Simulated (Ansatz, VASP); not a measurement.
**ZnS: VASP beside Ansatz**

```
Zn S
1.0
     2.62872    2.62872    0.00000
    -2.62872    2.62872    0.00000
     0.00000    2.62872    2.62872
Zn S
1 1
Direct
  0.75000 0.25000 0.50000
  0.00000 0.00000 0.00000
```

Alike in both runs: task single point; functional LDA; k mesh 8 × 8 × 8; no spin polarisation.

|  | VASP | Ansatz |
| --- | --- | --- |
| version | VASP 6.6.1 | Ansatz 0.2.0 |
| potentials or method | VASP PAW LDA potentials, release 64 (Zn, S), cutoff 520 eV | all-electron LAPW, scalar-relativistic |
| occupations | gaussian, width 0.01 eV | fixed |

```csv
,VASP,Ansatz,Ansatz less VASP
gap on the k mesh at the Fermi level (eV),2.26,2.23,-0.035
pressure (GPa),2.3,2.0,-0.24
```

Ansatz ran all-electron here, so the differences hold the error of VASP's frozen core and of both bases.

Expect the measured gap to be larger: semilocal functionals such as LDA lack the derivative discontinuity.
